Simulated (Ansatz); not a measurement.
ZrC, DFT, PBE, all-electron PAW with datasets made for the crystal, scalar-relativistic (Ansatz 0.2.0), run on 1 thread of Arm Neoverse V2 on a shared host.

Structure: COD 1562921, as refined from experiment and not relaxed. The listed cell was then made from it by scaling, straining or moving an atom.

Command: `ansatz run input.yaml --threads 1 --pin off --max-ram 2048MiB --backend cpu --events-out ev --progress --plain --runs-dir out`

```yaml
crystal:
  lattice:
    - [0.0, 2.3184465117, 2.3184465117]
    - [2.3184465117, 0.0, 2.3184465117]
    - [2.3184465117, 2.3184465117, 0.0]
  atoms:
    - { symbol: Zr, position: [0.5, 0.5, 0.5] }
    - { symbol: C, position: [0.0, 0.0, 0.0] }
kpoints:
  mp_grid: { grid: [15, 15, 15] }
scf:
  occupations: { method: fermi_dirac, width: 0.05 }
hamiltonian:
  xc: pbe
  pseudopotentials: { kind: all_electron, datasets: crystal }
output:
  forces: true
  stress: true
  eigenvalues: true
  efg: { contact_densities: true }
```

Task: How large is the problem that the program sets up?

Result: 120 irreducible k-points, 283 plane waves at Γ, 12 bands.

Task: Estimate the wall time and the peak memory.

Result: 7.3 s of wall time for 8 SCF iterations, with a peak of 0.44 GiB. Times on shared machines scatter by tens of per cent.

Task: And the same cell and mesh by all-electron LAPW, asked for forces, stress, eigenvalues, on the same hardware?

Result: 18 s, peak memory 0.42 GiB.
